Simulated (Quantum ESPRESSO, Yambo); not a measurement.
# LiF (Griceite): G0W0 on several meshes in Yambo, part 2 of 2

Aim: the GW shift of LiF (Griceite) against the k mesh.

Quantum ESPRESSO 7.5 and Yambo 5.3.0; PBE and many-body steps on it, plane waves. Known limits of the many-body steps: not at the basis limit.

So far. Step 5 (Empty states on the mesh, 6×6×6 mesh, 83 bands): On this mesh the gap is 9.115 eV. Step 7 (6×6×6): Against G0W0 in Yambo (8×8×8 mesh, 83 bands, screening to 231.3 eV, Godby-Needs plasmon pole), the gap moves by +0.006 eV.

**8. Empty states on the mesh, 10×10×10 mesh, 83 bands**

This step: Quantum ESPRESSO 7.5; DFT, PBE, plane waves, norm-conserving pseudopotentials.

The input, pw.in:

```
&control
  calculation = 'nscf'
  prefix = 'x'
  outdir = 'o'
  pseudo_dir = 'pseudo'
/
&system
  ibrav = 0
  nat = 2
  ntyp = 2
  ecutwfc = 72.0
  nbnd = 83
  force_symmorphic = .true.
/
&electrons
  conv_thr = 1e-9
  electron_maxstep = 80
  diago_full_acc = .true.
  diago_thr_init = 5e-6
/
ATOMIC_SPECIES
  Li 6.94 Li.upf
  F 18.998 F.upf
CELL_PARAMETERS angstrom
  0.0000000000 2.0140000000 2.0140000000
  2.0140000000 0.0000000000 2.0140000000
  2.0140000000 2.0140000000 -0.0000000000
ATOMIC_POSITIONS crystal
  Li 0.0000000000 0.0000000000 0.0000000000
  F 0.5000000000 0.5000000000 0.5000000000
K_POINTS automatic
  10 10 10 0 0 0
```

Launch:

```
$ OMP_NUM_THREADS=1 mpirun -n 4 pw.x -nk 4 -in pw.in > pw.out
```

The log of the run:

```text
[banner, memory and clock lines left out]
Program PWSCF v.7.5 starts

     Atomic positions and unit cell read from directory:
     o/x.save/

     Message from routine setup:
     using ibrav=0 with symmetry is DISCOURAGED, use correct ibrav instead

     G-vector sticks info

     bravais-lattice index     =            0
     lattice parameter (alat)  =       5.3824  a.u.
     unit-cell volume          =     110.2567 (a.u.)^3
     number of atoms/cell      =            2
     number of atomic types    =            2
     number of electrons       =        10.00
[...]
169.6515 172.6442 172.6442

          k = 0.0707 0.0707-0.0707 (  1143 PWs)   bands (ev):

[...]
166.1121 168.6827 168.6827

          k = 0.1414 0.1414-0.1414 (  1134 PWs)   bands (ev):

[...]
134.0711 142.0532 144.8160 144.8160 147.2201 152.2918 152.2918 153.8773
   153.9629 153.9629 156.2290 156.2290 158.7768 158.7768 160.2830 162.7324
   162.7983 162.7983 165.2308

          k = 0.2121 0.2121-0.2121 (  1149 PWs)   bands (ev):

     [... further k-points ...]

     highest occupied, lowest unoccupied level (ev):     0.9065   10.0211

     XML data file, pseudopotentials, collected wavefunctions
```

Run time: 7.6 s. Hardware: 4 MPI ranks of Arm Neoverse V1, shared host; peak memory 0.21 GiB.

Numbers from this step:

```
gap                                                           : 9.115 eV
k of the valence top                                          : 0, 0, 0
k of the conduction bottom                                    : 0, 0, 0
least direct gap                                              : 9.115 eV
k points computed                                             : 47
lowest point of the top converged band, above the valence top : 153.8338 eV
```

On this mesh the gap is 9.115 eV.

**9. Conversion and set-up**

This step: Yambo 5.3.0; conversion and set-up on PBE, plane waves, norm-conserving pseudopotentials.

Launch:

```
$ (cd o/x.save; p2y > p2y.log; mv SAVE ../..); yambo > setup.log
```

The log of the run:

```text
 Yambo, version 5.3.0

 [02] CORE Variables Setup
 =========================

  [02.01] Unit cells
  ==================

  Cell kind             :  FCC
  Atoms in the cell     :  Li  F
  number of Li atoms    :  1
  number of F  atoms    :  1

  List of atomic masses
  Mass of Li    :  6.940000
  Mass of F     :  18.99800

  List of atomic coordinates    : [cc]
  Li1       :  0.000000  0.000000  0.000000  order 1
  F1       :  3.805908  3.805908  3.805908  order 2

  Alat factors          :  3.805908  3.805908  3.805908 [a.u.]
  Direct lattice volume :  110.2567 [a.u.]
[...]
Q [ 1]         [rlu]:  0.000000  0.000000  0.000000
 Q [ 2]         [rlu]: -0.10811E-16 -0.10811E-16  0.10000
 Q [ 3]         [rlu]: -0.48101E-17 -0.48101E-17  0.20000
[...]
Q [ 8]         [rlu]: -0.24050E-17  0.10000      0.20000
 Q [ 9]         [rlu]: -0.18755E-17  0.10000      0.30000
 Q [10]         [rlu]:  0.14671E-16  0.10000      0.40000
     [... 35 further rows ...]
 Q [46]         [rlu]:  0.200000  0.400000 -0.300000
 Q [47]         [rlu]:  0.200000 -0.500000 -0.300000

  [03.01] X indexes
  =================

   [03.01.01] Sigma indexes
   ========================

 [06] Game Over & Game summary
```

It took 2.4 s on 1 MPI rank; peak memory 0.24 GiB.

**10. 10×10×10**

This step: G0W0 on PBE, plane waves, norm-conserving pseudopotentials.

The input, gw12.in:

```
HF_and_locXC
gw0
dyson
ppa
em1d
rim_cut
RandQpts= 1000000
RandGvec= 1 RL
EXXRLvcs= 72 Ry
VXCRLvcs= 288 Ry
Chimod= "HARTREE"
% BndsRnXp
 1 | 83 |
%
NGsBlkXp= 17 Ry
% LongDrXp
 1 | 1 | 1 |
%
% GbndRnge
 1 | 83 |
%
DysSolver= "n"
ExtendOut
PPAPntXp= 27.21138 eV
% QPkrange
 1 | 1 | 4 | 7 |
%
```

Launch:

```
$ OMP_NUM_THREADS=1 mpirun -n 4 yambo -F gw12.in -J gw12 -C gw12 > gw12.log
```

The log of the run:

```text
 Yambo, version 5.3.0

 [02] CORE Variables Setup
 =========================

  [... cell, symmetries and grids as in the set-up ...]

  [02.05] Energies & Occupations
  ==============================

  [X] === General ===
  [X] Electronic Temperature                        :  0.000000  0.000000 [eV K]
  [X] Bosonic    Temperature                        :  0.000000  0.000000 [eV K]
  [X] Finite Temperature mode                       : no
  [X] El. density                                   :  0.61206E+24 [cm-3]
[...]
Sx RL components                                 :  1211

   QP @ state[ 1 ] K range                          :  1  1
   QP @ state[ 1 ] b range                          :   4   7
   GF energies kind                                 : Perdew, Burke & Ernzerhof(X)+Perdew, Burke & Ernzerhof(C)
   GF WF`s kind                                     : Perdew, Burke & Ernzerhof(X)+Perdew, Burke & Ernzerhof(C)
   Xs energies kind                                 : Perdew, Burke & Ernzerhof(X)+Perdew, Burke & Ernzerhof(C)
   Xs WF`s kind                                     : Perdew, Burke & Ernzerhof(X)+Perdew, Burke & Ernzerhof(C)

 [11] Game Over & Game summary
```

Wall time 17 min (4 MPI ranks); peak memory 1.7 GiB; 67 min of CPU time.

Numbers from this step:

* G0W0 gap on the points computed: 13.34 eV
* starting gap on the mesh: 9.115 eV
* k of the valence top: 0, 0, 0
* k of the conduction bottom: 0, 0, 0
* least direct G0W0 gap on the computed points: 13.34 eV

Against G0W0 in Yambo (8×8×8 mesh, 83 bands, screening to 231.3 eV, Godby-Needs plasmon pole), the gap moves by +0.004 eV.

**11. Side by side**

Times are wall times on 4 MPI ranks of Arm Neoverse V1, shared host, good to a factor of about two.

```
     run      mesh  bands  screening cutoff (eV)  DFT gap (eV)  gap on the mesh (eV)  direct (eV)     time
   8×8×8     8×8×8     83                  231.3         9.115                13.338       13.338  5.2 min
   6×6×6     6×6×6     83                  231.3         9.115                13.345       13.345     83 s
10×10×10  10×10×10     83                  231.3         9.115                13.343       13.343   17 min
```

**12. Summary of results**

```
8×8×8        : 13.338 eV
6×6×6        : 13.345 eV
10×10×10     : 13.343 eV
known limits : not at the basis limit
```

**Reading.** 6×6×6: +0.006 eV against 8×8×8. 10×10×10: +0.004 eV against 8×8×8. Bands and cutoff are finite, so the gap is not at the basis limit. The miss can reach some tenths of an eV and take either sign; the mesh is an error of its own. In the G0W0 runs levels were corrected at 1 k point alone, so a gap called «on the mesh» is the least over those, and an edge elsewhere would be missed.

[Paths, hosts, dates, memory and timing lines, banners, echoed tables and standing remarks are left out of the program output.]

[Logs are printed without paths, hosts, clocks, repeated set-up lines and the standing remarks that a program may print on its own settings, such as how far it seeks lower states.]

[Runs of the session that timed out or met a known fault of the program may be left out.]

[Hosts, paths, dates, database ids (printed as entryN), source tags and the programs' standing remarks are cut or masked in the printed files.]
